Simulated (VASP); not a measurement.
Set up this calculation in VASP 6.6.1, as the native input.

```yaml
Task: relaxation of the atoms
Functional: PBEsol
Potentials_or_basis: VASP PAW PBE potentials, release 64 (Al, N)
Cutoff: 600 eV
k_mesh: 12 × 12 × 12
Occupations: gaussian, width 0.03 eV
Spin: no spin polarisation
Further_INCAR_settings: ALGO = Normal; EDIFF = 1e-07; IBRION = 2; EDIFFG = -0.01; NSW = 40
```

The structure of AlN lies in POSCAR:

```
AlN                                     
1.0
    0.0000000000      2.0485704802      2.0485704802
    2.0485704802      0.0000000000      2.0485704802
    2.0485704802      2.0485704802      0.0000000000
  Al              N             
     1     1
Direct
     0.5000000000000000    0.5000000000000000    0.5000000000000000
     0.0000000000000000    0.0000000000000000    0.0000000000000000
```

Measurements of this composition are mostly on another form, of space group No. 186.

The cell isn't the ideal one: a relaxed cell with its volume scaled by 1.04.

One way to write it, as run:

INCAR

```
PREC = Accurate
ENCUT = 600
EDIFF = 1E-7
ISMEAR = 0
SIGMA = 0.03
LREAL = F
LASPH = T
NELM = 80
ALGO = Normal
ISIF = 2
LWAVE = F
LCHARG = F
GGA = PS
IBRION = 2
NSW = 40
EDIFFG = -0.01
```

KPOINTS

```
Automatic mesh
0
Gamma
  12 12 12
```

Potentials or basis: VASP PAW PBE potentials, release 64 (Al, N).

The run is started by

```sh
$ cat potpaw_PBE.64/Al/POTCAR potpaw_PBE.64/N/POTCAR > POTCAR
$ mpirun -np 1 vasp_std > vasp.out
```

It gave:

```yaml
Pressure_after_relaxing: -9.6 GPa
Band_gap_on_the_k_mesh: 4.18 eV, indirect (least direct gap 5.11 eV)
```

Caveat: the relaxation stopped at its first step, so nothing moved; the PAW data sets were made with another functional, which shifts forces and pressure a little.

Wall time 4.1 s on 1 thread of Intel(R) Xeon(R) 6975P-C (Granite Rapids), on a shared host, peak memory 0.14 GiB.
